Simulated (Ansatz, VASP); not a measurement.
**Two plane-wave programs on CdSe**

File INCAR:

```
  ALGO = Normal
  EDIFF = 1E-7
  ENCUT = 520
  GGA = PE
  ISIF = 2
  ISMEAR = 0
  LASPH = T
  LCHARG = F
  LREAL = F
  LWAVE = F
  NBANDS = 16
  NELM = 80
  PREC = Accurate
  SIGMA = 0.02
```

The input KPOINTS:

```
k-points
0
Gamma
  10 10 10
```

POSCAR

```
CdSe
1.0
    0.0000000000      3.0671154152      3.0671154152
    3.0671154152      0.0000000000      3.0671154152
    3.0671154152      3.0671154152      0.0000000000
Cd Se
1 1
Direct
    0.0000000000      0.0000000000      0.0000000000
    0.7500000000      0.7500000000      0.7500000000
```

Input for Ansatz:

```yaml
crystal:
  lattice:
    - [0.0, 3.0671154042, 3.0671154042]
    - [3.0671154042, 0.0, 3.0671154042]
    - [3.0671154042, 3.0671154042, 0.0]
  atoms:
    - { symbol: Cd, position: [0.0, 0.0, 0.0] }
    - { symbol: Se, position: [0.75, 0.75, 0.75] }
basis:
  ecutwfc: 420
kpoints:
  mp_grid: { grid: [10, 10, 10] }
hamiltonian:
  xc: pbe
scf:
  occupations: { method: gaussian, width: 0.02 }
output:
  forces: true
  stress: true
  eigenvalues: true
```

Alike in both runs: task single point; functional PBE; k mesh 10 × 10 × 10; occupations gaussian, width 0.02 eV; no spin polarisation.

|  | VASP | Ansatz |
| --- | --- | --- |
| version | VASP 6.6.1 | Ansatz 0.2.0 |
| potentials or method | VASP PAW PBE potentials, release 64 (Cd, Se) | scalar-relativistic, plane waves, PAW |
| plane-wave cutoff (eV) | 520 | 420 |
| valence electrons in the cell | 18 | 36 |

VASP gave:

| Property | Result |
| --- | --- |
| gap on the k mesh at the Fermi level (eV) | 0.56 |
| least direct gap on the mesh (eV) | 0.56 |
| pressure (GPa) | 1.7 |

What did Ansatz give for the same quantities?

gap on the k mesh at the Fermi level (eV): 0.56; least direct gap on the mesh (eV): 0.56; pressure (GPa): 1.4.

The two sets of potentials don't hold the same shells in valence.

As with any semilocal functional, this PBE gap is likely too small.
